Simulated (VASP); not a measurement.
# SiC in VASP: how settings move the LDA single point

The LDA single point of SiC in the wurtzite structure, strained and with displaced atoms is repeated with altered inputs. Which of them can be trusted?

Code: VASP 6.6.1. PAW datasets, plane waves. (Simulation; spin polarisation is off (in the reference).)

## 1. The cell

 Some of the altered inputs switch spin polarisation on.

It is triclinic, P1 (No. 1); conventional cell a = 3.082 Å, b = 3.091 Å, c = 4.944 Å, α = 88.5°, β = 88.2°, γ = 61.2°, 10.30 Å³ an atom. Around Si lie 4 C at 1.74–1.97 Å; around Si lie 2 C at 1.48–1.96 Å; around C lie 2 Si at 1.48–1.74 Å; around C lie 4 Si at 1.86–1.97 Å.

Structure file:

```
CELL_PARAMETERS angstrom
3.14010 -0.00530 -0.00820
-1.57460 2.65910 -0.04100
-0.01350 -0.08540 4.94280
ATOMIC_POSITIONS crystal
Si 0.33920 0.64570 0.01160
Si 0.66400 0.31170 0.47950
C 0.40330 0.79430 0.35660
C 0.67050 0.33570 0.87580
```

The LDA run on sound settings gave: energy (σ→0) -30.2129 eV, pressure 19.50 GPa, gap on the mesh 1.39 eV.

## 2. Altered input 1

INCAR reads:

```
ENCUT = 520.000000
SIGMA = 0.020000
EDIFF = 1.00e-07
GGA = CA
PREC = Accurate
IBRION = -1
ISIF = 2
ISMEAR = -1
NBANDS = 16
NELM = 120
NSW = 0
LASPH = .TRUE.
LCHARG = .FALSE.
LWAVE = .FALSE.
LREAL = .FALSE.
ISPIN = 2
MAGMOM = -3 3 3 -3
ADDGRID = .TRUE.
```

KPOINTS reads:

```
KPOINTS created by Atomic Simulation Environment
0
Gamma
8 8 4
0 0 0
```

POSCAR reads:

```
Si C
 1.0000000000000000
     3.1400999999999999   -0.0053000000000000   -0.0082000000000000
    -1.5746000000000000    2.6591000000000000   -0.0410000000000000
    -0.0135000000000000   -0.0854000000000000    4.9428000000000001
 Si  C
   2   2
Cartesian
  0.0482460999999999  1.7141924700000002  0.0280813400000000
  1.5877503300000000  0.7843729699999999  2.3518480999999998
  0.0108834500000000  2.0795319999999999  1.7267291199999999
  1.5650205299999997  0.8143128999999999  4.3096424400000002
```

The run uses the recommended LDA PAW datasets (16 valence electrons a neutral cell).

Command:

```bash
$ mpirun -np 1 vasp_std
```

## 3. Altered input 2

INCAR reads:

```
SIGMA = 0.020000
EDIFF = 1.00e-07
GGA = CA
PREC = Accurate
IBRION = -1
ISIF = 2
ISMEAR = -1
NBANDS = 16
NELM = 120
NSW = 0
LASPH = .TRUE.
LCHARG = .FALSE.
LWAVE = .FALSE.
LREAL = .FALSE.
ENCUT = 250
NELECT = 16.1
```

KPOINTS reads:

```
KPOINTS created by Atomic Simulation Environment
0
Gamma
8 8 4
0 0 0
```

POSCAR reads:

```
Si C
 1.0000000000000000
     3.1400999999999999   -0.0053000000000000   -0.0082000000000000
    -1.5746000000000000    2.6591000000000000   -0.0410000000000000
    -0.0135000000000000   -0.0854000000000000    4.9428000000000001
 Si  C
   2   2
Cartesian
  0.0482460999999999  1.7141924700000002  0.0280813400000000
  1.5877503300000000  0.7843729699999999  2.3518480999999998
  0.0108834500000000  2.0795319999999999  1.7267291199999999
  1.5650205299999997  0.8143128999999999  4.3096424400000002
```

## 4. Altered input 3

INCAR reads:

```
ENCUT = 520.000000
SIGMA = 0.020000
EDIFF = 1.00e-07
GGA = CA
PREC = Accurate
IBRION = -1
ISIF = 2
ISMEAR = -1
NBANDS = 16
NSW = 0
LASPH = .TRUE.
LCHARG = .FALSE.
LWAVE = .FALSE.
LREAL = .FALSE.
NELM = 62
ALGO = None
```

KPOINTS reads:

```
KPOINTS created by Atomic Simulation Environment
0
Gamma
8 8 4
0 0 0
```

POSCAR reads:

```
Si C
 1.0000000000000000
     3.1400999999999999   -0.0053000000000000   -0.0082000000000000
    -1.5746000000000000    2.6591000000000000   -0.0410000000000000
    -0.0135000000000000   -0.0854000000000000    4.9428000000000001
 Si  C
   2   2
Cartesian
  0.0482460999999999  1.7141924700000002  0.0280813400000000
  1.5877503300000000  0.7843729699999999  2.3518480999999998
  0.0108834500000000  2.0795319999999999  1.7267291199999999
  1.5650205299999997  0.8143128999999999  4.3096424400000002
```

**Question.** What will these runs give? Wanted: for each run, changed; ending; energy change; pressure; electronic steps; usable.

**Answer**, as computed:

| run | changed | ending | energy change (meV/atom) | pressure (GPa) | gap on the mesh (eV; negative: overlap) | electronic steps | time | usable |
| --- | --- | --- | --- | --- | --- | --- | --- | --- |
| ref. | – | converged | 0 | 19.5 | 1.39 | – | – | yes |
| 1 | ISPIN = 2, MAGMOM = -3 3 3 -3, ADDGRID = .TRUE. | converged | 0.0 | 19.5 | – | 16 | 58 s | yes |
| 2 | ENCUT = 250, NELECT = 16.1 | converged | – | 8.1 | – | 14 | 9.3 s | no |
| 3 | a fault in the INCAR, as the diff shows | converged | 76451.2 | 2572.5 | -76.94 | – | 3.3 s | no |

What this shows: Of 3 altered inputs, 2 ended normally on a faulty or unsound input, 1 gave usable results.
